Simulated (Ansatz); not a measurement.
Consider AlSb in the zinc blende structure (space group F-43m, No. 216; a = 6.1773 Å).

Level of theory: Ansatz (an electronic-structure program), r2SCAN, PAW, cutoff 500 eV, no spin-orbit coupling.

Before the change:

- Lattice parameter a = 11.673 bohr
- Gap character = indirect, Γ → Γ–X (85 % along)
- Hole mass = 0.11, 0.35, 0.35 mₑ (at Γ)

It is then changed as follows: cell and atoms relaxed at a pressure of 22.5 GPa.

**Question.** Predict the new lattice parameter a, gap character and hole mass.

**Answer.** The lattice parameter a falls by 0.904 bohr, from 11.673 bohr to 10.769 bohr; the gap character goes from indirect, Γ → Γ–X (85 % along) to indirect, Γ → X; the hole mass (degenerate bands, along [100]) becomes 0.17, 0.28, 0.28 mₑ (at Γ) (base: 0.11, 0.35, 0.35 mₑ (at Γ)).

With Sb present, leaving out spin-orbit coupling can change the band edges. Load acts through the strain it causes; cell and atoms are relaxed under it. Effective masses come from finite differences of ±0.01 Å⁻¹. Stability against distortions was not tested. Measured, AlSb leaves this structure (for a Cmcm phase) near 8.1 GPa (temperature not stated; as listed in Datta, Sujoy, Jana, Debnarayan, arXiv (2020)), on rising pressure, with hysteresis.
